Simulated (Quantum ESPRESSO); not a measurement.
A run of Quantum ESPRESSO 7.5:

pw.in

```
&CONTROL
  calculation = 'scf'
  prefix = 'pwscf'
  outdir = './tmp'
  pseudo_dir = './pseudo'
  tprnfor = .true.
  tstress = .true.
  disk_io = 'low'
/
&SYSTEM
  ibrav = 0
  nat = 3
  ntyp = 2
  ecutwfc = 86
  nbnd = 34
  occupations = 'smearing'
  smearing = 'fd'
  degauss = 0.00367493
/
&ELECTRONS
  conv_thr = 6d-10
  electron_maxstep = 120
  mixing_beta = 0.5
/
ATOMIC_SPECIES
Pt   195.0840 Pt.upf
Se    78.9710 Se.upf
CELL_PARAMETERS angstrom
   3.7240000000    0.0000000000    0.0000000000
  -1.8620000000    3.2250786037    0.0000000000
   0.0000000000    0.0000000000    5.0620000000
ATOMIC_POSITIONS crystal
Pt     0.0000000000    0.0000000000    0.0000000000
Se     0.6666666667    0.3333333333    0.7500000000
Se     0.3333333333    0.6666666667    0.2500000000
K_POINTS automatic
4 4 2 0 0 1
```

The input relax.in:

```
&CONTROL
  calculation = 'vc-relax'
  prefix = 'pwscf'
  outdir = './tmp'
  pseudo_dir = './pseudo'
  tprnfor = .true.
  tstress = .true.
  disk_io = 'low'
  nstep = 40
  forc_conv_thr = 0.0001
  etot_conv_thr = 1d-06
/
&SYSTEM
  ibrav = 0
  nat = 3
  ntyp = 2
  ecutwfc = 86
  nbnd = 34
  occupations = 'smearing'
  smearing = 'fd'
  degauss = 0.00367493
/
&ELECTRONS
  conv_thr = 6d-10
  electron_maxstep = 120
  mixing_beta = 0.5
/
&IONS
  ion_dynamics = 'bfgs'
/
&CELL
  cell_dynamics = 'bfgs'
  press = 0
  press_conv_thr = 0.2
/
ATOMIC_SPECIES
Pt   195.0840 Pt.upf
Se    78.9710 Se.upf
CELL_PARAMETERS angstrom
   3.7240000000    0.0000000000    0.0000000000
  -1.8620000000    3.2250786037    0.0000000000
   0.0000000000    0.0000000000    5.0620000000
ATOMIC_POSITIONS crystal
Pt     0.0000000000    0.0000000000    0.0000000000
Se     0.6666666667    0.3333333333    0.7500000000
Se     0.3333333333    0.6666666667    0.2500000000
K_POINTS automatic
4 4 2 0 0 1
```

scf2.in

```
&CONTROL
  calculation = 'scf'
  prefix = 'pwscf'
  outdir = './tmp'
  pseudo_dir = './pseudo'
  tprnfor = .true.
  tstress = .true.
  disk_io = 'low'
/
&SYSTEM
  ibrav = 0
  nat = 3
  ntyp = 2
  ecutwfc = 86
  nbnd = 34
  occupations = 'fixed'
/
&ELECTRONS
  conv_thr = 1d-13
  electron_maxstep = 120
  mixing_beta = 0.5
  startingpot = 'file'
  startingwfc = 'file'
/
ATOMIC_SPECIES
Pt   195.0840 Pt.upf
Se    78.9710 Se.upf
CELL_PARAMETERS angstrom
   3.7775812193    0.0000000000    0.0000000000
  -1.8887906097    3.2714813008    0.0000000000
   0.0000000000    0.0000000000    5.3514551142
ATOMIC_POSITIONS crystal
Pt     0.0000000000    0.0000000000    0.0000000000
Se     0.6666666667    0.3333333333    0.7581152875
Se     0.3333333333    0.6666666667    0.2418847125
K_POINTS automatic
4 4 2 0 0 1
```

ph.in

```
phonons of PtSe2
&INPUTPH
  prefix = 'pwscf'
  outdir = './tmp'
  tr2_ph = 1d-16
  fildyn = 'dyn'
  niter_ph = 60
  alpha_mix(1) = 0.7
  epsil = .true.
/
0.0000000000 0.0000000000 0.0000000000
```

dynmat.in

```
&INPUT
  fildyn = 'dyn'
  asr = 'crystal'
  lperm = .true.
  filout = 'dynmat.disp'
  fileig = 'dynmat.eig'
/
```

Contents of dynmat_lo.in:

```
&INPUT
  fildyn = 'dyn'
  asr = 'crystal'
  filout = 'dynmat_lo.disp'
  fileig = 'dynmat_lo.eig'
  q(1) = 0
  q(2) = 0
  q(3) = 1
/
```

Potentials or basis: PseudoDojo 0.4.1 SR PBE standard.

Run with:

```bash
$ OMP_NUM_THREADS=1 pw.x -in pw.in > pw.out
$ OMP_NUM_THREADS=1 pw.x -in relax.in > relax.out
$ OMP_NUM_THREADS=1 pw.x -in scf2.in > scf2.out
$ OMP_NUM_THREADS=1 ph.x -in ph.in > ph.out
$ OMP_NUM_THREADS=1 dynmat.x -in dynmat.in > dynmat.out
$ OMP_NUM_THREADS=1 dynmat.x -in dynmat_lo.in > dynmat_lo.out
```

Hardware: 1 thread of Arm Neoverse V2 (shared host).

**Question.** Estimate the wall time of this run.

**Answer.** Wall time 15 min on 1 thread of Arm Neoverse V2 (shared host), peak memory 0.13 GiB. Counts: scf iterations 138, k pools 1, bands 34, ion steps 16, k points 5, g dense 44151.
